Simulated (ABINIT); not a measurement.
Runs of ABINIT 10.8.3 (patched build) on AlRu. The structure is cubic, space group Pm-3m (No. 221). Conventional cell: a = 2.992 Å, b = 2.992 Å, c = 2.992 Å, α = 90.00°, β = 90.00°, γ = 90.00°. Around Ru (site symmetry m-3m) lie 8 Al at 2.59 Å. Al (site symmetry m-3m) is surrounded by 8 Ru at 2.59 Å. 

| level | gap on the mesh (eV) | pressure (GPa) |
| --- | --- | --- |
| PBEsol | none | -2.7 |
| BLYP | none | (a) |
| LDA | none | -6.7 |
| revPBE | none | 4.9 |
| AM05 | none | (b) |

Alike in all rows: task single point; potentials or basis JTH PAW PBE v2.0; no spin polarisation; cell as given; k mesh 9 × 9 × 9; cutoff (eV) 490; smearing fermi-dirac 0.05 eV.

Question: Estimate the missing entries.

Answer: (a) 9.8; (b) -3.5.

Caveats: the PAW data sets were made with another functional, which shifts forces and pressure a little.

A k mesh can miss the band edges, and the runs leave out spin-orbit coupling on Ru.

A gap of «none» marks a metal or a gap under the smearing width.

Runs at the PBE level aren't shown here.
